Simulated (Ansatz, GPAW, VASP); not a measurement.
# NaI: 3 runs at one level of theory

```
I Na
1.0
     0.00000    3.23640    3.23640
     3.23640    0.00000    3.23640
     3.23640    3.23640    0.00000
I Na
1 1
Direct
  0.50000 0.50000 0.50000
  0.00000 0.00000 0.00000
```

Alike in all runs: task single point; functional PBE; k mesh 7 × 7 × 7; occupations gaussian, width 0.1 eV; no spin polarisation; no spin-orbit coupling. Pressure is positive in compression and, in plane waves, holds the error of the finite cutoff, which Ansatz's Pulay term estimates and takes out.

```
                    program and potentials  plane-wave cutoff (eV)                                    notes  pressure (GPa)
                        Ansatz, Ansatz PAW                     420  13 valence electrons an atom on average            0.42
GPAW, GPAW PAW data sets (gpaw-data 1.2.1)                     800   7 valence electrons an atom on average            0.44
      VASP, PBE PAW files I, Na_pv, 520 eV                     520   7 valence electrons an atom on average            0.44
```

The pressure spans 0.42 (Ansatz, Ansatz PAW) to 0.44 GPa (VASP, PBE PAW files I, Na_pv, 520 eV).

Differences between rows come from potentials, basis sets and numerical settings, since the functional is the same but for its coding. Runs on potential files found faulty are left out.
